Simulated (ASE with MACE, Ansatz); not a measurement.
# Boundary energy of Σ17 (410)[001] symmetric tilt boundary in Si (64 atoms)

What is the boundary energy of this cell, counted against the bulk crystal, and how far does it hang on functional and mesh?

Calculated with Ansatz 0.2.0: Kohn-Sham DFT, PBE, PAW (set soft_2), plane waves; cutoff 420 eV, fermi-dirac smearing of 0.025 eV. Cutoffs: 420 eV for PBE and PBEsol; 500 eV for r2SCAN.

**The cells**

The cell holds 64 atoms: 64 Si. Cell: a = 5.469 Å, b = 11.601 Å, c = 21.925 Å, α = 90.0°, β = 90.0°, γ = 103.6°. It derives from Si. The starting structure: Two grains of Si, one the mirror image of the other in the boundary plane, two boundaries a cell; of 6 trial joints (lateral shifts, openings, close atoms taken out) the lowest after a short relaxation with the MACE-MP-0b2 potential was kept (shift [0.0, 0.5] of the surface cell, opening 0.83 Å, one of each pair under 1.66 Å removed), then its atoms and the cell's length along the normal were relaxed with that potential. Lattice constants are starting values near those of PBE.

The bulk reference is Si8 in a cell of 8 atoms, 20.447 Å³ an atom.

The input of the single point on the relaxed cell:

```yaml
crystal:
  lattice:
    - [5.469, 0.0, 0.0]
    - [-2.7345, 11.27463, 0.0]
    - [0.0, 0.0, 21.92453]
  atoms:
    - { symbol: Si, position: [0.20813, 0.38509, 0.98745] }
    - { symbol: Si, position: [0.70967, 0.15022, 0.03326] }
    - { symbol: Si, position: [0.90572, 0.71492, 0.02115] }
    - { symbol: Si, position: [0.44154, 0.28838, 0.05475] }
    [... 58 atom lines left out ...]
    - { symbol: Si, position: [0.58445, 0.43802, 0.53327] }
    - { symbol: Si, position: [0.086, 0.20315, 0.48745] }
kpoints:
  mp_grid: { grid: [6, 3, 1] }
hamiltonian:
  xc: pbe
scf:
  occupations: { method: fermi_dirac, width: 0.025 }
output:
  forces: true
  stress: true
  populations: true
  dos:
    method: { smearing: { sigma: 0.08 } }
    de: 0.1
    projected:
      site_lists:
        Si: [Si]
        lower_grain: [... 32 sites ...]
        upper_grain: [... 32 sites ...]
  eigenvalues: true
  write_density: true
  write_potential: true
  volumetric_format: npy
```

```
                                            cell  formula                    k-mesh  relaxation steps  gain on relaxing (eV)  free energy, PBE (eV)  Kohn-Sham gap (eV)  time of its runs on this page
Sigma17 (410)[001] symmetric tilt boundary in Si     Si64  6×3×1 (relaxed on 3×2×1)                10                   5.70             -40684.926                0.93                         12 min
                                         bulk Si      Si8                  10×10×10                 -                      -              -5086.481                   -                           13 s
```

The gap is that between the highest filled and lowest empty Kohn-Sham level; a dash marks none computed or no clear gap. Times come from shared hosts and are rough.

**Boundary energy**

The excess is the cell's free energy less 8 times that of the bulk cell. It is divided by twice the area, as the cell holds two boundaries, so the value is their mean, and they need not be alike (61.66 Å²), with 1 eV/Å² = 16.022 J/m².

```
           level  k-mesh  excess (eV)  boundary energy (J/m²)  per area (meV/Å²)
             PBE   6×3×1        6.926                   0.900               56.2
PBE, denser mesh   8×4×2        6.927                   0.900               56.2
          r2SCAN   6×3×1        8.019                   1.042               65.0
          PBEsol   6×3×1        7.036                   0.914               57.1
```

Worked for the first row at PBE: (-40684.926) − 8 × (-5086.481) = 6.926 eV (from unrounded energies).

Then 6.926 / (2 × 61.66) × 16.022 = 0.900 J/m².

**Neighbours**

Bonds by pair of elements; cutoffs follow the first minimum of g(r), held within bounds set by covalent radii, and pairs that aren't listed don't count as bonded:

```
pair A-B  cutoff (Å)  bonds  mean length (Å)  spread (Å)  shortest (Å)  B about A  A about B
   Si-Si        3.02    128             2.40       0.068          2.32          4          4
```

How many atoms have how many bonded neighbours:

```
element  mean   4
     Si     4  64
```

**Findings**

At PBE the boundary energy is 0.90 J/m². At the same geometries the levels give 0.90 (PBE) to 1.04 J/m² (r2SCAN) and the denser mesh leaves it within 0.01 J/m². Relaxing the atoms lowered it by 0.741 J/m² from the start (on the 3×2×1 mesh of the relaxation), and the farthest atom moved 1.21 Å. By these cutoffs every atom has the count of neighbours that is commonest for its element.

Limits: The cell edges were held, so the lattice is the typed one for every functional, and the length along the normal is the one that the machine-learned potential gave. Cell and bulk are sampled on unlike meshes, and the error grows with the number of atoms subtracted. The joint was picked among a few trials by a machine-learned potential, and a lower one may exist. In some runs the program notes that positions were snapped to a detected symmetry.

[Logs are printed without paths, hosts, clocks, repeated set-up lines and the standing remarks that a program may print on its own settings, such as how far it seeks lower states.]

[Hosts, paths, dates, database ids (printed as entryN), source tags and the programs' standing remarks are cut or masked in the printed files.]
